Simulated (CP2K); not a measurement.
## LiF (Griceite) under changes of volume

One of the cells (8.169 Å³/atom); the others are scaled copies at fixed shape and fractional positions:

```
F Li
1.0
     2.84823    0.00000    0.00000
     1.42411    2.46664    0.00000
     1.42411    0.82221    2.32557
F Li
1 1
Direct
  0.50000 0.50000 0.50000
  0.00000 0.00000 0.00000
```

```yaml
Program: CP2K 2026.2
Functional: PBEsol
Potentials_or_basis: POTENTIAL_UZH F GTH-PBE-q7, Li GTH-PBE-q3; TZVP-MOLOPT-PBE-GTH basis
Density_cutoff: 10204 eV
k_mesh: 11 × 11 × 11
Occupations: fermi-dirac, width 0.05 eV
Spin: no spin polarisation
```

```tsv
volume (Å³/atom)	energy over the lowest point (meV/atom)	pressure (GPa)	gap on the mesh (eV)
7.679	7.21	4.4	9.41
7.842	2.25	2.7	9.21
8.006	0.35	1.1	9.02
8.169	0.00	-0.4	8.85
8.333	1.09	-1.7	8.68
8.496	3.39	-2.9	8.51
8.659	?	?	?
```

What does the run at 8.659 Å³/atom give?

Energy over the lowest point 6.94 meV/atom; pressure -4.0 GPa; gap on the mesh 8.36 eV.

Worked out: A Birch-Murnaghan fit of order 3 (a polynomial in V^(-2/3)) to the other rows has its minimum at 8.11 Å³/atom with B0 = V·E''(V) = 78 GPa (rough, since the energies scatter). It gives 6.10 meV/atom at 8.659 Å³/atom, against the run's 6.94, and -dE/dV = -2.9 GPa, against -4.0. A straight line through the other rows of the gap, of slope -8.85 eV per unit of ln V (its deformation potential), extrapolates to 8.34 eV, against the run's 8.36.

Energies are extrapolated to zero smearing.

Caveats: the potentials were made for another functional, which shifts forces and pressure; an odd mesh through Γ misses points on the zone boundary, where band edges often lie; the basis of atomic orbitals isn't converged, which shifts pressures, moduli and gaps.
